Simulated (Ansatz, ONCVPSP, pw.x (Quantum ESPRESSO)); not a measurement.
**What a changed setting does to a pw.x run (fcc Ru)**

Potential: optimised norm-conserving Vanderbilt (ONCV), ONCVPSP 4.0.1.1 (patched build), LDA (Perdew-Wang 92); core [Ar] 3d10, reference 4s2 4p6 4d7.5 5s0.5; waves: 4s+5s: rc 2.02 bohr, ncon 4, nbas 7, qcut 8.7 1/bohr, 2 projectors; 4p: rc 1.80 bohr, ncon 4, nbas 7, qcut 9.1 1/bohr, 3 projectors, debl 3.3 Ha; 4d: rc 1.86 bohr, ncon 4, nbas 8, qcut 9.1 1/bohr, 1 projector; local part: polynomial inside 1.40 bohr (lpopt 5, dvloc0 0 Ha); core correction: Teter function, fcfact 4.5, rcfact 1.

The reference run (k-mesh 15³, cutoffs 70/280 Ry, Fermi–Dirac 0.01 Ry, mixing_beta 0.4, conv_thr 1e-9, no spin) gives 1.98 GPa at 13.127 Å³/atom, where all-electron LAPW gives 0.99 GPa. This run, with its own iteration cap, changes ecutrho/ecutwfc to 16.

```
&control
  calculation='scf', prefix='x', pseudo_dir='./', outdir='./tmp', tstress=.true., disk_io='none'
/
&system
  ibrav=0, nat=1, ntyp=1, ecutwfc=70, ecutrho=1120, nbnd=16,
  occupations='smearing', smearing='fd', degauss=0.01
/
&electrons
  conv_thr=1e-09, mixing_beta=0.4, electron_maxstep=50
/
ATOMIC_SPECIES
Ru 1.0 Ru.UPF
CELL_PARAMETERS angstrom
  0.00000000 1.87231319 1.87231319
  1.87231319 0.00000000 1.87231319
  1.87231319 1.87231319 0.00000000
ATOMIC_POSITIONS crystal
Ru 0.0000 0.0000 0.0000
K_POINTS automatic
15 15 15 0 0 0
```

```bash
pw.x < Ru.scf.in > Ru.scf.out
```

**Question.** How does the run end?

**Answer.** It converges in 8 iterations; the free energy moves by +0.0 meV/atom and the pressure by +0.00 GPa. The result is that of the reference run.

```
Message from routine setup:
     using ibrav=0 with symmetry is DISCOURAGED, use correct ibrav instead
     lattice parameter (alat)  =       5.0037  a.u.
     unit-cell volume          =      88.5854 (a.u.)^3
     number of electrons       =        16.00
     number of Kohn-Sham states=           16
     kinetic-energy cutoff     =      70.0000  Ry
     charge density cutoff     =    1120.0000  Ry
     scf convergence threshold =      1.0E-09
     Exchange-correlation= SLA  PW   NOGX NOGC
     number of k points=   120  Fermi-Dirac smearing, width (Ry)=  0.0100
     iteration #  1     ecut=    70.00 Ry     beta= 0.40
     total energy              =    -194.98925566 Ry
     estimated scf accuracy    <       0.19236596 Ry
     iteration #  2     ecut=    70.00 Ry     beta= 0.40
     total energy              =    -195.01459236 Ry
     estimated scf accuracy    <       0.00703731 Ry
     iteration #  3     ecut=    70.00 Ry     beta= 0.40
     total energy              =    -195.01474260 Ry
     estimated scf accuracy    <       0.00116590 Ry
     [... 2 iterations left out ...]
     iteration #  6     ecut=    70.00 Ry     beta= 0.40
     total energy              =    -195.01484367 Ry
     estimated scf accuracy    <       0.00000002 Ry
     iteration #  7     ecut=    70.00 Ry     beta= 0.40
     total energy              =    -195.01484368 Ry
     estimated scf accuracy    <          2.3E-09 Ry
     iteration #  8     ecut=    70.00 Ry     beta= 0.40
     the Fermi energy is    24.1303 ev
!    total energy              =    -195.01484368 Ry
     estimated scf accuracy    <          4.9E-10 Ry
     smearing contrib. (-TS)   =      -0.00429404 Ry
     The total energy is F=E-TS. E is the sum of the following terms:
     one-electron contribution =     -33.04888029 Ry
     hartree contribution      =      28.50226632 Ry
     xc contribution           =     -24.59735905 Ry
     ewald contribution        =    -165.86657661 Ry
     convergence has been achieved in   8 iterations
          total   stress  (Ry/bohr**3)                   (kbar)     P=       19.76
     Message from routine punch:
     Nothing written, as per user request (disk_io='none')
```

The run took about 39 s on one core of a shared host (Neoverse-N1, 64 threads, 124 GiB, load 52).
